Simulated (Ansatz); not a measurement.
**Does relaxation matter for the field gradients of CO2?**

Start: a Materials Project structure (computed, not necessarily an observed phase).

```cif
data_CO2
_symmetry_space_group_name_H-M 'Cmce'
_symmetry_Int_Tables_number 64
_cell_length_a 5.2718
_cell_length_b 4.7748
_cell_length_c 6.5872
_cell_angle_alpha 90.000
_cell_angle_beta 90.000
_cell_angle_gamma 90.000
loop_
_atom_site_label
_atom_site_type_symbol
_atom_site_symmetry_multiplicity
_atom_site_Wyckoff_symbol
_atom_site_fract_x
_atom_site_fract_y
_atom_site_fract_z
C C 4 a 0.0000 0.0000 0.0000
O O 8 f 0.5000 0.6935 0.8918
```

One atom of each set is listed; the run and its k-mesh use a cell of 6 atoms with edges of 3.56, 3.56, 6.59 Å.

All values are calculated (Ansatz; DFT, PBE, plane waves and PAW, scalar-relativistic, 420 eV cutoff, Γ-centred 9×9×5 k-points, Fermi–Dirac smearing 0.01 eV), not measured.

The largest force at the start is 0.14 eV/Å. Relaxing the ions at fixed cell moves them by 0.007 Å at most (atom 3, O) and 0.006 Å rms. End positions:

C (0.0000, 0.0000, 0.0000)
O (0.5000, 0.6946, 0.8926)

| site | moved (Å) | first shell before | first shell after | V_zz before (10²¹ V/m²) | η before |
| --- | --- | --- | --- | --- | --- |
| C | 0.000 | 2 O at 1.17 Å, angle 180° | 2 O at 1.17 Å, angle 180° | -2.93 | 0.02 |
| O | 0.007 | 1 C at 1.17 Å | 1 C at 1.17 Å | 7.11 | 0.03 |

Problem. How do the gradients change?

Solution. 

```tsv
site	V_zz after	η after	change of V_zz
C	-2.92	0.02	+0.01
O	7.17	0.03	+0.06
```

The largest change of V_zz is on O, from 7.11 to 7.17. In per cent, |V_zz| changes by 0 on C, +1 on O (all sites that start above 0.5).
